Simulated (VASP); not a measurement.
# CdO (Monteponite) (Fm-3m) in VASP: further runs

The runs below take CdO (Monteponite) through single point, with LDA.

Everything below comes from runs of VASP 6.6.1. Logs are shortened: lines on timing, memory, paths and dates and some standing lists are left out, and cuts for length are marked.

## (1) Starting point

The structure is cubic, space group Fm-3m (No. 225). Conventional cell: a = 4.699 Å, b = 4.699 Å, c = 4.699 Å, α = 90.00°, β = 90.00°, γ = 90.00°. Cd (site symmetry m-3m) is surrounded by 6 O at 2.35 Å. O (site symmetry m-3m) has 6 Cd at 2.35 Å as nearest neighbours.

## (2) Single point, LDA, spin-orbit coupling, no magnetisation

File INCAR:

```
PREC = Accurate
ENCUT = 400
EDIFF = 1E-5
ISMEAR = 0
SIGMA = 0.02
LREAL = F
LASPH = T
NELM = 100
ALGO = Normal
ISIF = 2
LWAVE = F
LCHARG = F
MAGMOM = 0 0 0 0 0 0
LORBIT = 11
LSORBIT = T
GGA_COMPAT = F
NBANDS = 34
```

File KPOINTS:

```
Automatic mesh
0
Gamma
  7 7 7
```

File POSCAR:

```
CdO
1.0
    0.0000000000      2.3495000000      2.3495000000
    2.3495000000      0.0000000000      2.3495000000
    2.3495000000      2.3495000000      0.0000000000
Cd O
1 1
Direct
    0.0000000000      0.0000000000      0.0000000000
    0.5000000000      0.5000000000      0.5000000000
```

Potentials or basis: VASP PAW LDA potentials, release 64 (Cd, O).

Run with:

```sh
$ cat potpaw_LDA.64/Cd/POTCAR potpaw_LDA.64/O/POTCAR > POTCAR
$ mpirun -np 1 vasp_ncl > vasp.out
```

OUTCAR:

```text
PREC = Accurate
   ENCUT = 400
   EDIFF = 1E-5
   ISMEAR = 0
   LREAL = F
   LASPH = T
   NELM = 100
   ISIF = 2
   LORBIT = 11
   LSORBIT = T

 Found     20 irreducible k-points:

 Following reciprocal coordinates:
            Coordinates               Weight
  0.000000  0.000000  0.000000      1.000000
  0.142857  0.000000  0.000000      8.000000
  0.285714  0.000000  0.000000      8.000000
  0.428571  0.000000  0.000000      8.000000
  0.142857  0.142857  0.000000      6.000000
  0.285714  0.142857  0.000000     24.000000
   k-points           NKPTS =     20   k-points in BZ     NKDIM =     20   number of bands    NBANDS=     34
   number of dos      NEDOS =    301   number of ions     NIONS =      2
   total plane-waves  NPLWV =  13824
   dimension x,y,z NGX =    24 NGY =   24 NGZ =   24
   dimension x,y,z NGXF=    48 NGYF=   48 NGZF=   48
   ions per type =               1   1
   NGX,Y,Z   is equivalent  to a cutoff of  12.01, 12.01, 12.01 a.u.
   NGXF,Y,Z  is equivalent  to a cutoff of  24.02, 24.02, 24.02 a.u.
 SYSTEM =  unknown system
   PREC   = accura    normal or accurate (medium, high low for compatibility)
   ISTART =      0    job   : 0-new  1-cont  2-samecut
   ICHARG =      2    charge: 1-file 2-atom 10-const
   ISPIN  =      1    spin polarized calculation?
   LNONCOLLINEAR =      T non collinear calculations
   LSORBIT =      T    spin-orbit coupling
   LASPH  =      T    aspherical Exc in radial PAW
   ENCUT  =  400.0 eV  29.40 Ry    5.42 a.u.   5.42  5.42  5.42*2*pi/ulx,y,z
   NELM   =    100;   NELMIN=  2; NELMDL= -5     # of ELM steps
   EDIFF  = 0.1E-04   stopping-criterion for ELM
   LREAL  =      F    real-space projection
   EDIFFG = 0.1E-03   stopping-criterion for IOM
   NSW    =      0    number of steps for IOM
   IBRION =     -1    ionic relax: 0-MD 1-quasi-New 2-CG
   NFREE  =      0    steps in history (QN), initial steepest desc. (CG)
   ISIF   =      2    stress and relaxation
   ISYM   =      2    0-nonsym 1-usesym 2-fastsym
   POTIM  = 0.5000    time-step for ionic-motion
   TEBEG  =    0.0;   TEEND  =   0.0 temperature during run
   PSTRESS=    0.0 pullay stress
   NELECT =      18.0000    total number of electrons
   NUPDOWN=      -1.0000    fix difference up-down
   EMIN   =  10.00;   EMAX   =-10.00  energy-range for DOS
   EFERMI =   0.00;   METHOD = LEGACY
   ISMEAR =     0;   SIGMA  =   0.02  broadening in eV -4-tet -1-fermi 0-gaus
   EFERMI_NEDOS =   21; number of points for ismear=-14 and -15
   IALGO  =     38    algorithm
   IMIX   =      4    mixing-type and parameters
     AMIX     =   0.40;   BMIX     =  1.00
     AMIX_MAG =   1.60;   BMIX_MAG =  1.00
  volume/ion in A,a.u.               =      12.97        87.52
  Fermi-wavevector in a.u.,A,eV,Ry     =   1.449373  2.738918 28.581522  2.100683
  Thomas-Fermi vector in A             =   2.567107
   LORBIT       =     11    0 simple, 1 ext, 2 COOP (PROOUT), +10 PAW based schemes
   GGA     = CA    functional components
   LHFCALC =     F    Hartree Fock is set to
[... 247 lines left out ...]
  energy-cutoff  :      400.00
  volume of cell :       25.94
      direct lattice vectors                 reciprocal lattice vectors
     0.000000000  2.349500000  2.349500000    -0.212811236  0.212811236  0.212811236
     2.349500000  0.000000000  2.349500000     0.212811236 -0.212811236  0.212811236
     2.349500000  2.349500000  0.000000000     0.212811236  0.212811236 -0.212811236

 POSITION                                       TOTAL-FORCE (eV/Angst)
 -----------------------------------------------------------------------------------
      0.00000      0.00000      0.00000         0.000000      0.000000     -0.000000
      2.34950      2.34950      2.34950        -0.000000     -0.000000      0.000000
 -----------------------------------------------------------------------------------
    total drift:                               -0.000000     -0.000000     -0.000000

  FREE ENERGIE OF THE ION-ELECTRON SYSTEM (eV)
  ---------------------------------------------------
  free  energy   TOTEN  =        -9.3711924691 eV

  energy  without entropy=       -9.3710550857  energy(sigma->0) =       -9.37112378

 Spin-Orbit-Coupling matrix elements

 Ion:    1  E_soc:     -0.0527996
 l=   1
     0.0000000    -0.0018121    -0.0018121
    -0.0018121     0.0000000    -0.0018121
    -0.0018121    -0.0018121     0.0000000
 l=   2
     0.0000000    -0.0014307     0.0000000    -0.0014307    -0.0055571
    -0.0014307     0.0000000    -0.0041678    -0.0014307    -0.0013893
     0.0000000    -0.0041678     0.0000000    -0.0041678     0.0000000
    -0.0014307    -0.0014307    -0.0041678     0.0000000    -0.0013893
    -0.0055571    -0.0013893     0.0000000    -0.0013893     0.0000000
 l=   3
     0.0000000     0.0000000     0.0000000     0.0000000     0.0000000     0.0000000     0.0000000
     0.0000000     0.0000000     0.0000000     0.0000000     0.0000000     0.0000000     0.0000000
     0.0000000     0.0000000     0.0000000     0.0000000     0.0000000     0.0000000     0.0000000
     0.0000000     0.0000000     0.0000000     0.0000000     0.0000000     0.0000000     0.0000000
     0.0000000     0.0000000     0.0000000     0.0000000     0.0000000     0.0000000     0.0000000
     0.0000000     0.0000000     0.0000000     0.0000000     0.0000000     0.0000000     0.0000000
     0.0000000     0.0000000     0.0000000     0.0000000     0.0000000     0.0000000     0.0000000

 Ion:    2  E_soc:     -0.0003413
 l=   1
     0.0000000    -0.0000569    -0.0000569
    -0.0000569     0.0000000    -0.0000569
    -0.0000569    -0.0000569     0.0000000
 l=   2
     0.0000000     0.0000000     0.0000000     0.0000000     0.0000000
     0.0000000     0.0000000     0.0000000     0.0000000     0.0000000
     0.0000000     0.0000000     0.0000000     0.0000000     0.0000000
     0.0000000     0.0000000     0.0000000     0.0000000     0.0000000
     0.0000000     0.0000000     0.0000000     0.0000000     0.0000000
 l=   3
     0.0000000     0.0000000     0.0000000     0.0000000     0.0000000     0.0000000     0.0000000
     0.0000000     0.0000000     0.0000000     0.0000000     0.0000000     0.0000000     0.0000000
     0.0000000     0.0000000     0.0000000     0.0000000     0.0000000     0.0000000     0.0000000
     0.0000000     0.0000000     0.0000000     0.0000000     0.0000000     0.0000000     0.0000000
     0.0000000     0.0000000     0.0000000     0.0000000     0.0000000     0.0000000     0.0000000
     0.0000000     0.0000000     0.0000000     0.0000000     0.0000000     0.0000000     0.0000000
     0.0000000     0.0000000     0.0000000     0.0000000     0.0000000     0.0000000     0.0000000

 total charge

# of ion       s       p       d       tot
------------------------------------------
    1        0.347   0.264   9.637  10.248
    2        1.587   3.345   0.000   4.932
--------------------------------------------------
tot          1.934   3.609   9.637  15.180

 magnetization (x)

# of ion       s       p       d       tot
------------------------------------------
    1        0.000   0.000  -0.000  -0.000
    2        0.000   0.000   0.000   0.000
--------------------------------------------------
tot          0.000   0.000  -0.000  -0.000

 magnetization (y)

# of ion       s       p       d       tot
------------------------------------------
    1        0.000  -0.000   0.000  -0.000
    2        0.000  -0.000   0.000  -0.000
--------------------------------------------------
tot          0.000  -0.000   0.000  -0.000

 magnetization (z)

# of ion       s       p       d       tot
------------------------------------------
    1        0.000   0.000  -0.000  -0.000
    2        0.000   0.000   0.000   0.000
--------------------------------------------------
tot          0.000   0.000  -0.000   0.000
```

OSZICAR:

```text
N       E                     dE             d eps       ncg     rms          rms(c)
DAV:   1     0.131500729221E+03    0.13150E+03   -0.81650E+03  1408   0.897E+02
DAV:   2    -0.510515377667E+01   -0.13661E+03   -0.12631E+03  1516   0.283E+02
DAV:   3    -0.110032359484E+02   -0.58981E+01   -0.58627E+01  1610   0.661E+01
DAV:   4    -0.110266412414E+02   -0.23405E-01   -0.23402E-01  1562   0.437E+00
DAV:   5    -0.110267029094E+02   -0.61668E-04   -0.61667E-04  1560   0.196E-01    0.105E+01
DAV:   6    -0.943196798198E+01    0.15947E+01   -0.30614E+00  1854   0.349E+01    0.928E+00
DAV:   7    -0.940841539509E+01    0.23553E-01   -0.77124E-01  1502   0.792E+00    0.482E+00
DAV:   8    -0.937839396944E+01    0.30021E-01   -0.13720E-01  1470   0.282E+00    0.940E-01
DAV:   9    -0.937121644175E+01    0.71775E-02   -0.82939E-03  1732   0.116E+00    0.179E-01
DAV:  10    -0.937122424588E+01   -0.78041E-05   -0.17141E-03  1480   0.377E-01    0.934E-02
DAV:  11    -0.937119352787E+01    0.30718E-04   -0.49862E-05  1588   0.550E-02    0.480E-02
DAV:  12    -0.937119246909E+01    0.10588E-05   -0.20925E-05  1404   0.439E-02
   1 F= -.93711925E+01 E0= -.93711238E+01  d E =-.137383E-03  mag=     0.0000    -0.0000     0.0000
```

Run time: 33 s. Hardware: 1 thread of Intel Xeon Platinum 8559C (Emerald Rapids), shared host; peak memory 0.17 GiB.

These settings aren't checked as converged: the numbers below hold their error.

What came out:

* Free energy: -9.3712 eV
* Valence electrons inside the program's atomic spheres: Cd 10.25; O 4.93

## (3) Single point, LDA, spin-orbit coupling, no magnetisation

INCAR: that of step 2 with these lines changed.

```diff
@@ -2,6 +2,6 @@
 ENCUT = 400
-EDIFF = 1E-5
+EDIFF = 1E-7
 ISMEAR = 0
 SIGMA = 0.02
-LREAL = F
+LREAL = Auto
 LASPH = T
```

KPOINTS is that of step 2.

POSCAR is that of step 2.

Potentials or basis: VASP PAW LDA potentials, release 64 (Cd, O).

Run with:

```sh
$ cat potpaw_LDA.64/Cd/POTCAR potpaw_LDA.64/O/POTCAR > POTCAR
$ mpirun -np 1 vasp_ncl > vasp.out
```

It took 35 s on 1 thread of Intel Xeon Platinum 8559C (Emerald Rapids), shared host; peak memory 0.17 GiB.

These settings aren't checked as converged: the numbers below hold their error.

Results:

* Free energy: -9.3721 eV
* Valence electrons inside the program's atomic spheres: Cd 10.25; O 4.93

## (4) Single point, LDA, spin-orbit coupling, no magnetisation

INCAR: that of step 3 with these lines changed.

```diff
@@ -4,4 +4,4 @@
 ISMEAR = 0
-SIGMA = 0.02
-LREAL = Auto
+SIGMA = 0.2
+LREAL = F
 LASPH = T
```

KPOINTS is that of step 3.

POSCAR is that of step 3.

Run with:

```sh
$ cat potpaw_LDA.64/Cd/POTCAR potpaw_LDA.64/O/POTCAR > POTCAR
$ mpirun -np 1 vasp_ncl > vasp.out
```

Run time: 23 s. Hardware: 1 thread of Intel Xeon Platinum 8559C (Emerald Rapids), shared host; peak memory 0.17 GiB.

The run converged, but some of its settings lie outside the range that counts as converged, so its numbers aren't taken as properties of the crystal.

Results:

```
Free energy                                           : -9.3729 eV
Valence electrons inside the program's atomic spheres : Cd 10.25; O 4.93
```
